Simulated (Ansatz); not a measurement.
**Ta: which structure wins at one pressure**

Which of fcc, bcc, hcp, diamond, omega, sc has the lowest enthalpy for Ta at one common pressure? Methods of the runs shown: LAPW. Companion runs by PAW are cited.

Program: Ansatz 0.2.0. Level of theory: DFT, PBE, all-electron LAPW, scalar-relativistic. These are calculated values, not measurements.

## (1) The structure to begin with

It takes space group Fm-3m (No. 225, cubic). Conventional cell: a = 3.333 Å, b = 3.333 Å, c = 3.333 Å, α = 90.00°, β = 90.00°, γ = 90.00°. Ta (site symmetry m-3m) is surrounded by 12 Ta at 2.36 Å.

Structure file:

```
Ta
1.0
     0.00000    1.66674    1.66674
     1.66674    0.00000    1.66674
     1.66674    1.66674    0.00000
Ta
1
Direct
  0.00000 0.00000 0.00000
```

## (2) Fcc relaxed under pressure, LAPW

Input file input.yaml:

```yaml
crystal:
  lattice:
    - [0.0, 1.6667350458, 1.6667350458]
    - [1.6667350458, 0.0, 1.6667350458]
    - [1.6667350458, 1.6667350458, 0.0]
  atoms:
    - { symbol: Ta, position: [0.0, 0.0, 0.0] }
kpoints:
  mp_grid: { grid: [20, 20, 20] }
scf:
  occupations: { method: fermi_dirac, width: 0.08 }
hamiltonian:
  xc: pbe
  pseudopotentials: { kind: all_electron, lapw: { basis_error: 0.0005 } }
output:
  forces: true
  stress: true
  eigenvalues: true
relax:
  f_tol: 0.005
  max_steps: 12
  cell: { p_target: 480.0, stress_tol: 0.24 }
```

On the command line:

```
$ ansatz run input.yaml --threads 1 --pin off --max-ram 3584MiB --backend cpu --events-out ev --progress --plain --runs-dir out
```

Further steps of the session: Bcc relaxed under pressure, LAPW; Hcp relaxed under pressure, LAPW; Diamond relaxed under pressure, LAPW; Omega relaxed under pressure, LAPW; Sc relaxed under pressure, LAPW.

**Question.** What will these runs give? Wanted: pressure; lowest (for each run or level that gives them).

The runs gave:

```
     quantity                            value
     pressure                          480 GPa
lowest (LAPW)  bcc, 677.7 meV/atom under omega
 lowest (PAW)  bcc, 672.6 meV/atom under omega
```

**Reading.** By LAPW the order is bcc < omega < hcp < fcc < sc < diamond. By PAW the order is bcc < omega < hcp < fcc < sc < diamond. The methods agree on the lowest phase. Only these structures were tried, with electrons smeared by 0.08 eV and without vibrations, so the true ground state may be another. The k meshes differ between phases and weren't tested, which can move differences by some meV. Spin-orbit coupling is left out, though the cell holds Ta; in elements this heavy it can shift bands and gaps by tenths of an eV.
